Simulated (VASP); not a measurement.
# CdS (Fm-3m) in VASP: notebook

One crystal, CdS, is run at these levels: PBE; tasks: evGW0 quasiparticle levels, G0W0 quasiparticle levels.

Program: VASP 6.6.1. These are calculated values, not measurements. Logs are shortened: lines on timing, memory, paths and dates and some standing lists are left out, and cuts for length are marked.

## (1) Starting point

It takes space group Fm-3m (No. 225, cubic). The conventional cell has a = 5.506 Å, b = 5.506 Å, c = 5.506 Å, α = 90.00°, β = 90.00°, γ = 90.00°. Around Cd (site symmetry m-3m) lie 6 S at 2.75 Å. Around S (site symmetry m-3m) lie 6 Cd at 2.75 Å.

Measurements of this composition are mostly on another form, of space group No. 186.

## (2) EvGW0 quasiparticle levels, PBE

The input, POSCAR:

```
CdS
1.0
    0.0000000000      2.7532440000      2.7532440000
    2.7532440000      0.0000000000      2.7532440000
    2.7532440000      2.7532440000      0.0000000000
Cd S
1 1
Direct
    0.0000000000      0.0000000000      0.0000000000
    0.5000000000      0.5000000000      0.5000000000
```

The input, INCAR.step1:

```
ALGO     = Normal         # electronic algorithm
EDIFF    = 1E-8           # SCF threshold, eV
ENCUT    = 500            # plane-wave cutoff, eV
GGA      = PE             # functional
ISMEAR   = 0              # smearing method
LASPH    = True           # aspherical terms in the spheres
LCHARG   = False          # write CHGCAR
LREAL    = False          # projectors in reciprocal space
LWAVE    = True           # write WAVECAR
NELM     = 100            # most SCF steps
PREC     = Accurate       # precision mode
SIGMA    = 0.01           # smearing width, eV
```

The input, INCAR.step2:

```
ALGO     = Exact          # electronic algorithm
EDIFF    = 1E-8           # SCF threshold, eV
ENCUT    = 500            # plane-wave cutoff, eV
GGA      = PE             # functional
ISMEAR   = 0              # smearing method
ISTART   = 1            
LASPH    = True           # aspherical terms in the spheres
LCHARG   = False          # write CHGCAR
LOPTICS  = True           # frequency-dependent dielectric function
LREAL    = False          # projectors in reciprocal space
LWAVE    = True           # write WAVECAR
NBANDS   = 277            # bands
NELM     = 1              # most SCF steps
PREC     = Accurate       # precision mode
SIGMA    = 0.01           # smearing width, eV
```

The input, INCAR.step3:

```
ALGO     = EVGW0          # electronic algorithm
EDIFF    = 1E-8           # SCF threshold, eV
ENCUT    = 500            # plane-wave cutoff, eV
ENCUTGW  = 200            # cutoff of the response function
GGA      = PE             # functional
ISMEAR   = 0              # smearing method
ISTART   = 1            
LASPH    = True           # aspherical terms in the spheres
LCHARG   = False          # write CHGCAR
LREAL    = False          # projectors in reciprocal space
LWAVE    = False          # write WAVECAR
NBANDS   = 277            # bands
NBANDSGW = 17           
NELMGW   = 4            
NOMEGA   = 48             # frequency points
PREC     = Accurate       # precision mode
PRECFOCK = Fast         
SIGMA    = 0.01           # smearing width, eV
```

The input, KPOINTS:

```
k-points
0
Gamma
  4 4 4
```

Potentials or basis: VASP PAW PBE potentials, release 64 (Cd_GW, S_GW).

On the command line:

```sh
> cat potpaw_PBE.64/Cd_GW/POTCAR potpaw_PBE.64/S_GW/POTCAR > POTCAR
> cp INCAR.step1 INCAR
> mpirun -np 1 vasp_std > vasp.out
> cp INCAR.step2 INCAR
> mpirun -np 1 vasp_std > vasp.out
> cp INCAR.step3 INCAR
> mpirun -np 1 vasp_std > vasp.out
```

OUTCAR:

```text
EDIFF = 1E-8
   ENCUT = 500
   ENCUTGW = 200
   GGA = PE
   ISMEAR = 0
   ISTART = 1
   LASPH = True
   LREAL = False
   NELMGW = 4
   PREC = Accurate
   PRECFOCK = Fast

 ion  position               nearest neighbor table
   1  0.000  0.000  0.000-   2 2.75   2 2.75   2 2.75   2 2.75   2 2.75   2 2.75
   2  0.500  0.500  0.500-   1 2.75   1 2.75   1 2.75   1 2.75   1 2.75   1 2.75

  LATTYP: Found a face centered cubic cell.
 ALAT       =     5.5064880000

  Lattice vectors:

 A1 = (   0.0000000000,   2.7532440000,   2.7532440000)
 A2 = (   2.7532440000,   0.0000000000,   2.7532440000)
 A3 = (   2.7532440000,   2.7532440000,   0.0000000000)

Analysis of symmetry for initial positions (statically):
=====================================================================
 Subroutine PRICEL returns:
 Original cell was already a primitive cell.

 Routine SETGRP: Setting up the symmetry group for a
 face centered cubic supercell.

 Subroutine GETGRP returns: Found 48 space group operations
 (whereof 48 operations were pure point group operations)
 out of a pool of 48 trial point group operations.

The static configuration has the point symmetry O_h .

Analysis of symmetry for dynamics (positions and initial velocities):
=====================================================================
 Subroutine PRICEL returns:
 Original cell was already a primitive cell.

 Routine SETGRP: Setting up the symmetry group for a
 face centered cubic supercell.

 Subroutine GETGRP returns: Found 48 space group operations
 (whereof 48 operations were pure point group operations)
 out of a pool of 48 trial point group operations.

The dynamic configuration has the point symmetry O_h .

 Subroutine INISYM returns: Found 48 space group operations
 (whereof 48 operations are pure point group operations),
 and found     1 'primitive' translations

----------------------------------------------------------------------------------------

                                     Primitive cell

  volume of cell :      41.7411

  direct lattice vectors                    reciprocal lattice vectors
     0.000000000  2.753244000  2.753244000    -0.181603955  0.181603955  0.181603955
     2.753244000  0.000000000  2.753244000     0.181603955 -0.181603955  0.181603955
     2.753244000  2.753244000  0.000000000     0.181603955  0.181603955 -0.181603955

  length of vectors
     3.893675005  3.893675005  3.893675005     0.314547277  0.314547277  0.314547277

  position of ions in fractional coordinates (direct lattice)
     0.000000000  0.000000000  0.000000000
     0.500000000  0.500000000  0.500000000

  ion indices of the primitive-cell ions
   primitive index   ion index
                 1           1
                 2           2

----------------------------------------------------------------------------------------

 KPOINTS: k-points

Automatic generation of k-mesh.
 Grid dimensions read from file:
 generate k-points for:    4    4    4

 Generating k-lattice:

  Cartesian coordinates                     Fractional coordinates (reciprocal lattice)
    -0.045400989  0.045400989  0.045400989     0.250000000  0.000000000  0.000000000
     0.045400989 -0.045400989  0.045400989     0.000000000  0.250000000  0.000000000
     0.045400989  0.045400989 -0.045400989     0.000000000  0.000000000  0.250000000

  Length of vectors
     0.078636819  0.078636819  0.078636819

  Shift w.r.t. Gamma in fractional coordinates (k-lattice)
     0.000000000  0.000000000  0.000000000

 Subroutine IBZKPT returns following result:
 ===========================================

 Found      8 irreducible k-points:

 Following reciprocal coordinates:
            Coordinates               Weight
  0.000000  0.000000  0.000000      1.000000
  0.250000  0.000000  0.000000      8.000000
  0.500000  0.000000  0.000000      4.000000
  0.250000  0.250000  0.000000      6.000000
  0.500000  0.250000  0.000000     24.000000
 -0.250000  0.250000  0.000000     12.000000
  0.500000  0.500000  0.000000      3.000000
 -0.250000  0.500000  0.250000      6.000000
   k-points           NKPTS =      8   k-points in BZ     NKDIM =     64   number of bands    NBANDS=    277
   number of dos      NEDOS =    301   number of ions     NIONS =      2
   total plane-waves  NPLWV =  21952
   dimension x,y,z NGX =    28 NGY =   28 NGZ =   28
   dimension x,y,z NGXF=    56 NGYF=   56 NGZF=   56
   ions per type =               1   1
   NGX,Y,Z   is equivalent  to a cutoff of  11.95, 11.95, 11.95 a.u.
   NGXF,Y,Z  is equivalent  to a cutoff of  23.91, 23.91, 23.91 a.u.
 SYSTEM =  unknown system
   PREC   = accura    normal or accurate (medium, high low for compatibility)
   ISTART =      1    job   : 0-new  1-cont  2-samecut
   ICHARG =      0    charge: 1-file 2-atom 10-const
   ISPIN  =      1    spin polarized calculation?
   LNONCOLLINEAR =      F non collinear calculations
   LSORBIT =      F    spin-orbit coupling
   LASPH  =      T    aspherical Exc in radial PAW
   ENCUT  =  500.0 eV  36.75 Ry    6.06 a.u.   7.10  7.10  7.10*2*pi/ulx,y,z
   NELM   =     60;   NELMIN=  2; NELMDL=  0     # of ELM steps
   EDIFF  = 0.1E-07   stopping-criterion for ELM
   LREAL  =      F    real-space projection
   EDIFFG = 0.1E-06   stopping-criterion for IOM
   NSW    =      0    number of steps for IOM
   IBRION =     -1    ionic relax: 0-MD 1-quasi-New 2-CG
   NFREE  =      0    steps in history (QN), initial steepest desc. (CG)
   ISIF   =      0    stress and relaxation
   ISYM   =      3    0-nonsym 1-usesym 2-fastsym
   POTIM  = 0.5000    time-step for ionic-motion
   TEBEG  =    0.0;   TEEND  =   0.0 temperature during run
   PSTRESS=    0.0 pullay stress
   NELECT =      18.0000    total number of electrons
   NUPDOWN=      -1.0000    fix difference up-down
   EMIN   =  10.00;   EMAX   =-10.00  energy-range for DOS
   EFERMI =   0.00;   METHOD = LEGACY
   ISMEAR =     0;   SIGMA  =   0.01  broadening in eV -4-tet -1-fermi 0-gaus
   EFERMI_NEDOS =   21; number of points for ismear=-14 and -15
   IALGO  =     38    algorithm
   IMIX   =      4    mixing-type and parameters
     AMIX     =   0.40;   BMIX     =  1.00
     AMIX_MAG =   1.60;   BMIX_MAG =  1.00
  volume/ion in A,a.u.               =      20.87       140.84
  Fermi-wavevector in a.u.,A,eV,Ry     =   1.236833  2.337275 20.813583  1.529755
  Thomas-Fermi vector in A             =   2.371425
   LORBIT       =      0    0 simple, 1 ext, 2 COOP (PROOUT), +10 PAW based schemes
   GGA     = PE    functional components
   LHFCALC =     T    Hartree Fock is set to
   PRECFOCK=fast      Normal, Fast or Accurate (Low or Medium for compatibility)
   ENCUT4O =  -1.0   cutoff for four orbital integrals eV
   NKREDX  =     1    reduce k-point grid by
   NKREDY  =     1    reduce k-point grid by
   NKREDZ  =     1    reduce k-point grid by
   AEXX    =    1.0000 exact exchange contribution
   HFSCREEN=    0.0000 screening length (either q_TF or 0.3 A-1)
   HFSCREENC=   0.0000 screening length for correlation (either q_TF or 0.3 A-1)
   ENCUTFOCK=  -1.0 apply spherical cutoff to Coloumb kernel
   IVDW    =     0    specifies the selected vdW correction
   LEPSILON=     F    determine dielectric tensor
   LRPA    =     F    only Hartree local field effects (RPA)
   LRPAFORCE           =     F    calculate RPA forces
   ENCUTGW             = 200.0    cutoff for response function in eV
   ENCUTGWSOFT         = 160.0    soft cutoff for Coulomb kernel in GW response function in eV
   ENCUTLF             =  -1.0    cutoff for local field effects
   NELMGW              =     4    number of iterations in solving QP/BSE equation
   NELMHF              =     1    number of iterations in the inner HF iteration
   NKREDLFX            =     1    NKREDLFY  =   1   NKREDLFZ  =   1
 non-spin polarized calculation
 Gauss-broadening in eV      SIGMA  =   0.01
  energy-cutoff  :      500.00
  volume of cell :       41.74
 maximum number of plane-waves:      1068
  NGX = 16; NGY = 16; NGZ = 16
   NGX = 15   NGY = 15   NGZ = 15
 maximum number of plane-waves:       290

 QP shifts <psi_nk| G(iteration)W_0 |psi_nk>: iteration 1
 for sc-GW calculations column KS-energies equals QP-energies in previous step
 and V_xc(KS)=  KS-energies - (<T + V_ion + V_H > + <T+V_H+V_ion>^1  + <V_x>^1)

 k-point   1 :       0.0000    0.0000    0.0000
  band No.  KS-energies  QP-energies   sigma(KS)   V_xc(KS)     V^pw_x(r,r')   Z            occupation Imag(sigma)

      1      -8.3090      -8.8140     -13.4899     -12.6925     -20.6592       0.6333       2.0000       0.9625
      2      -3.2907      -5.3179     -18.2433     -15.3694     -23.1284       0.7054       2.0000       0.0688
      3      -3.2907      -5.3179     -18.2433     -15.3694     -23.1284       0.7054       2.0000       0.0688
      4      -3.2907      -5.3179     -18.2433     -15.3694     -23.1284       0.7054       2.0000       0.0688
      5      -3.2880      -5.3269     -18.3742     -15.5027     -23.3778       0.7101       2.0000       0.1206
      6      -3.2880      -5.3269     -18.3742     -15.5027     -23.3778       0.7101       2.0000       0.1206
[... 144 lines left out ...]
      4      -3.2848      -5.2961     -18.1167     -15.2705     -22.9943       0.7066       2.0000       0.0776
      5      -3.0355      -5.1008     -18.5631     -15.6545     -23.4429       0.7100       2.0000       0.0691
      6      -2.5567      -4.4535     -18.4530     -15.8097     -23.3713       0.7176       2.0000       0.1342
[... 9 lines left out ...]
     16      18.6790      18.9480     -11.1016     -11.4670      -4.5191       0.7362       0.0000      -0.6345
     17      19.9573      20.2311     -11.2570     -11.6168      -4.6817       0.7610       0.0000      -0.8196

 QP shifts <psi_nk| G(iteration)W_0 |psi_nk>: iteration 2

 k-point   1 :       0.0000    0.0000    0.0000
  band No. old QP-enery  QP-energies   sigma(KS)   T+V_ion+V_H  V^pw_x(r,r')   Z            occupation Imag(sigma)

      1      -8.8140      -9.0395     -13.5497       4.3835     -20.6592       0.6402       2.0000       0.8991
      2      -5.3179      -5.8707     -18.1804      12.0787     -23.1284       0.7052       2.0000       0.0592
      3      -5.3179      -5.8707     -18.1804      12.0787     -23.1284       0.7052       2.0000       0.0592
      4      -5.3179      -5.8707     -18.1804      12.0787     -23.1284       0.7052       2.0000       0.0592
      5      -5.3269      -5.8489     -18.2833      12.2147     -23.3778       0.7037       2.0000       0.1216
      6      -5.3269      -5.8489     -18.2833      12.2147     -23.3778       0.7037       2.0000       0.1216
[... 144 lines left out ...]
      4      -5.2961      -5.8395     -18.0518      11.9857     -22.9943       0.7058       2.0000       0.0715
      5      -5.1008      -5.6408     -18.4838      12.6189     -23.4429       0.7068       2.0000       0.0604
      6      -4.4535      -4.9224     -18.3608      13.2530     -23.3713       0.7167       2.0000       0.1557
[... 9 lines left out ...]
     16      18.9480      18.9809     -11.1534      30.1460      -4.5191       0.7382       0.0000      -0.6550
     17      20.2311      20.2598     -11.3051      31.5741      -4.6817       0.7563       0.0000      -0.8487

 QP shifts <psi_nk| G(iteration)W_0 |psi_nk>: iteration 3

 k-point   1 :       0.0000    0.0000    0.0000
  band No. old QP-enery  QP-energies   sigma(KS)   T+V_ion+V_H  V^pw_x(r,r')   Z            occupation Imag(sigma)

      1      -9.0395      -9.1178     -13.5453       4.3835     -20.6592       0.6401       2.0000       0.8968
      2      -5.8707      -6.0189     -18.1598      12.0787     -23.1284       0.7047       2.0000       0.0576
      3      -5.8707      -6.0189     -18.1598      12.0787     -23.1284       0.7047       2.0000       0.0576
      4      -5.8707      -6.0189     -18.1598      12.0787     -23.1284       0.7047       2.0000       0.0576
      5      -5.8489      -5.9902     -18.2644      12.2147     -23.3778       0.7035       2.0000       0.1237
      6      -5.8489      -5.9902     -18.2644      12.2147     -23.3778       0.7035       2.0000       0.1237
[... 144 lines left out ...]
      4      -5.8395      -5.9849     -18.0309      11.9857     -22.9943       0.7066       2.0000       0.0714
      5      -5.6408      -5.7863     -18.4652      12.6189     -23.4429       0.7078       2.0000       0.0590
      6      -4.9224      -5.0445     -18.3458      13.2530     -23.3713       0.7165       2.0000       0.1610
[... 9 lines left out ...]
     16      18.9809      18.9828     -11.1626      30.1460      -4.5191       0.7380       0.0000      -0.6594
     17      20.2598      20.2619     -11.3115      31.5741      -4.6817       0.7522       0.0000      -0.8537

 QP shifts <psi_nk| G(iteration)W_0 |psi_nk>: iteration 4

 k-point   1 :       0.0000    0.0000    0.0000
  band No. old QP-enery  QP-energies   sigma(KS)   T+V_ion+V_H  V^pw_x(r,r')   Z            occupation Imag(sigma)

      1      -9.1178      -9.1430     -13.5406       4.3835     -20.6592       0.6384       2.0000       0.8991
      2      -6.0189      -6.0600     -18.1559      12.0787     -23.1284       0.7051       2.0000       0.0570
      3      -6.0189      -6.0600     -18.1559      12.0787     -23.1284       0.7051       2.0000       0.0570
      4      -6.0189      -6.0600     -18.1559      12.0787     -23.1284       0.7051       2.0000       0.0570
      5      -5.9902      -6.0264     -18.2563      12.2147     -23.3778       0.7038       2.0000       0.1251
      6      -5.9902      -6.0264     -18.2563      12.2147     -23.3778       0.7038       2.0000       0.1251
[... 143 lines left out ...]
      3      -5.9849      -6.0259     -18.0286      11.9857     -22.9943       0.7065       2.0000       0.0711
      4      -5.9849      -6.0259     -18.0286      11.9857     -22.9943       0.7065       2.0000       0.0711
      5      -5.7863      -5.8262     -18.4616      12.6189     -23.4429       0.7081       2.0000       0.0585
      6      -5.0445      -5.0751     -18.3402      13.2530     -23.3713       0.7166       2.0000       0.1628
[... 9 lines left out ...]
     16      18.9828      18.9821     -11.1641      30.1460      -4.5191       0.7379       0.0000      -0.6602
     17      20.2619      20.2617     -11.3125      31.5741      -4.6817       0.7520       0.0000      -0.8548
```

Wall time 21 min (1 thread of Intel Xeon Platinum 8488C (Sapphire Rapids), shared host); peak memory 0.63 GiB.

What came out:

```
Band gap on the k mesh, mean-field level : 0.21 eV, indirect (least direct gap 1.52 eV)
Quasiparticle gap                        : 0.95 eV
Least direct quasiparticle gap           : 2.25 eV
```

Levels at points of the mesh, in eV from the valence-band top:
| k point | band 5 | band 6 | band 7 | band 8 | band 9 | band 10 | band 11 | band 12 | band 13 |
| --- | --- | --- | --- | --- | --- | --- | --- | --- | --- |
| (0.00, 0.00, 0.00) | -7.64 | -7.64 | -0.71 | -0.71 | -0.71 | 0.81 | 9.15 | 9.15 | 9.15 |
| (0.50, 0.00, 0.00) | -7.45 | -7.45 | -4.78 | 0.00 | 0.00 | 3.49 | 5.86 | 5.86 | 6.64 |
| (0.50, 0.50, 0.00) | -7.39 | -6.73 | -4.12 | -2.07 | -2.07 | 0.21 | 6.03 | 9.69 | 11.07 |

Quasiparticle gap after each update of the energies (eV): 0.82, 0.93, 0.95, 0.95

Caveat: the k mesh is coarse (spacing up to 0.49 Å⁻¹), so the values aren't converged; bands, screening cutoff and mesh are small and nothing is extrapolated, so the quasiparticle values aren't converged.

(Continued in part 2 of 3.)
